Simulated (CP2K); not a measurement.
Runs of CP2K 2026.2 on SnSe2. Symmetry: P-3m1, No. 164, trigonal system. Conventional cell: a = 3.811 Å, b = 3.811 Å, c = 6.136 Å, α = 90.00°, β = 90.00°, γ = 120.00°. Sn (site symmetry -3m) has 6 Se at 2.68 Å as nearest neighbours. Around Se (site symmetry 3m) lie 3 Sn at 2.68 Å. 

| level | potentials or basis | spin | smearing | EPS_DEFAULT | k points reduced by the point group | NGRIDS | points a segment of the path (NPOINTS) | bands added on the path | gap on the mesh (eV) | pressure (GPa) | largest force (eV/Å) |
| --- | --- | --- | --- | --- | --- | --- | --- | --- | --- | --- | --- |
| r2SCAN | POTENTIAL_UZH Sn GTH-SCAN-q4, Se GTH-SCAN-q6; TZVP-MOLOPT-SCAN-GTH basis | off | fermi-dirac 0.0259 eV | 1.0E-9 | yes | 5 | 6 | 2 | 0.97 | (a) | - |
| PBE | POTENTIAL_UZH Sn GTH-PBE-q4, Se GTH-PBE-q6; TZVP-MOLOPT-PBE-GTH basis | off | fermi-dirac 0.0259 eV | 1.0E-10 | yes | 5 | 6 | 4 | (b) | 6.9 | (c) |
| LDA | GTH_POTENTIALS Sn GTH-PADE-q4, Se GTH-PADE-q6; TZVP-MOLOPT-PBE-GTH basis | off | fermi-dirac 0.0259 eV | 1.0E-9 | yes | 5 | 10 | 2 | 0.63 | 0.7 | 0.44 |
| PBE | GTH_SOC_POTENTIALS Sn GTH-PBE-q4, Se GTH-PBE-q6; TZVP-MOLOPT-PBE-GTH basis | SOC, no magnetisation | fermi-dirac 0.05 eV | 1.0E-9 | - | 4 | 8 | 2 | - | 6.9 | 0.98 |
| TB-mBJ | POTENTIAL_UZH Sn GTH-PBE-q4, Se GTH-PBE-q6; TZVP-MOLOPT-PBE-GTH basis | off | fermi-dirac 0.1 eV | 1.0E-10 | yes | 4 | 6 | 6 | 1.09 | - | - |
| PBEsol | POTENTIAL_UZH Sn GTH-PBE-q4, Se GTH-PBE-q6; TZVP-MOLOPT-PBE-GTH basis | off | fermi-dirac 0.1 eV | 1.0E-10 | yes | 4 | 6 | 6 | 0.68 | 5.7 | 1.08 |

Alike in all rows: task band structure; cell as given; k mesh 8 × 8 × 5.

Fill in the values left out.

(a) -0.3; (b) 0.76; (c) 0.99.

Caveats: the basis of atomic orbitals isn't converged, which shifts pressures, moduli and gaps; spin-orbit coupling is left out, which moves the levels of the heavy elements (some runs); this functional lacks dispersion, which binds the layers, so the pressure and a relaxed spacing across them are unreliable (some runs); the mesh misses the band edges, which the band path finds closer together (some runs); the potentials were made for another functional, which shifts forces and pressure (some runs); this is a model potential without an energy functional, so only levels have meaning (some runs).

A k mesh can miss the band edges, and rows without SOC leave out spin-orbit coupling on Se, Sn.
